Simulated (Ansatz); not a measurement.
The parent structure is GeO₂ in the rutile structure (space group P4_2/mnm, No. 136).

```
CELL_PARAMETERS angstrom
      4.48750     0.00000     0.00000
      0.00000     4.48750     0.00000
      0.00000     0.00000     2.90497
ATOMIC_POSITIONS crystal
  Ge 0.00000 0.00000 0.00000
  Ge 0.50000 0.50000 0.50000
  O  0.30714 0.30714 0.00000
  O  0.80714 0.19286 0.50000
  O  0.19286 0.80714 0.50000
  O  0.69286 0.69286 0.00000
```

Cartesian axes are those of the cell as printed.

All numbers come from PBE, PAW, 420 eV (Ansatz, an electronic-structure program; no spin-orbit coupling).

For the base:

| Quantity | Value |
|---|---|
| Band gap | 1.23 eV |
| Pressure | 0.00 GPa |
| Hole mass | 1.9 mₑ along c, 1.2 mₑ across (at Γ) |

Perturbation: biaxial strain −2.06 %, plane normal [001], relaxed out of plane (Cartesian); in-plane vectors clamped, the third vector and the atoms free.

Task: How does this affect the band gap?

Result: The band gap rises by 0.176 eV, from 1.23 eV to 1.40 eV.

Task: How does this affect the pressure?

Result: The pressure (mean of the normal stresses, compression positive) goes from zero to 4.80 GPa.

Task: How does this affect the hole mass?

Result: The hole mass becomes 1.8 mₑ out of plane, 1.2 mₑ in plane (at Γ) (base: 1.9 mₑ along c, 1.2 mₑ across (at Γ)).

Task: Estimate the effect on the out-of-plane strain.

Result: The out-of-plane strain comes out as +1.36 %.

Masses are band curvatures over ±0.01 Å⁻¹ around the edge. Semilocal Kohn–Sham gaps tend to fall short of experiment. No phonon test of stability was made.
